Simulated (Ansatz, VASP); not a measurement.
MgO in VASP and in Ansatz

INCAR

```
SYSTEM = MgO
PREC = Accurate
ENCUT = 520
EDIFF = 1E-6
ISMEAR = 0
SIGMA = 0.05
LREAL = .False.
LASPH = .True.
NELM = 100
ALGO = Normal
ISIF = 2
LWAVE = .False.
LCHARG = .False.
GGA = RE
IVDW = 12
NBANDS = 11
```

File KPOINTS:

```
Automatic mesh
0
Gamma
  10 10 10
  0 0 0
```

POSCAR

```
MgO
1.0
    0.0000000000      2.0843751092      2.0843751092
    2.0843751092      0.0000000000      2.0843751092
    2.0843751092      2.0843751092      0.0000000000
Mg O
1 1
Direct
    0.0000000000      0.0000000000      0.0000000000
    0.5000000000      0.5000000000      0.5000000000
```

Input for Ansatz:

```yaml
crystal:
  lattice:
    - [0.0, 2.0843751092, 2.0843751092]
    - [2.0843751092, 0.0, 2.0843751092]
    - [2.0843751092, 2.0843751092, 0.0]
  atoms:
    - { symbol: Mg, position: [0.0, 0.0, 0.0] }
    - { symbol: O, position: [0.5, 0.5, 0.5] }
basis:
  ecutwfc: 420
  ecutrho_ratio: 4
kpoints:
  mp_grid: { grid: [10, 10, 10] }
hamiltonian:
  xc: revpbe
  dispersion: d3bj
scf:
  occupations: { method: gaussian, width: 0.05 }
output:
  forces: true
  stress: true
  eigenvalues: true
```

Alike in both runs: task single point; functional revPBE; dispersion D3(BJ); k mesh 10 × 10 × 10; occupations gaussian, width 0.05 eV; no spin polarisation.

|  | VASP | Ansatz |
| --- | --- | --- |
| version | VASP 6.6.1 | Ansatz 0.2.0 |
| potentials or method | VASP PAW PBE potentials, release 64 (Mg, O) | scalar-relativistic, plane waves, PAW |
| plane-wave cutoff (eV) | 520 | 420 |
| valence electrons in the cell | 8 | 16 |

|  | VASP | Ansatz | Ansatz less VASP |
| --- | --- | --- | --- |
| gap on the k mesh at the Fermi level (eV) | 5.11 | 5.14 | +0.021 |
| least direct gap on the mesh (eV) | 5.11 | 5.14 | +0.021 |
| pressure (GPa) | 2.4 | 3.4 | +0.91 |
| dispersion energy (meV/atom) | -591.2 | -591.2 | -0.06 |

The two sets of potentials don't hold the same shells in valence.

Caveats: the PAW data sets were made with another functional, which shifts forces and pressure a little (VASP). revPBE gaps usually lie below the measured ones, often by a third to a half.
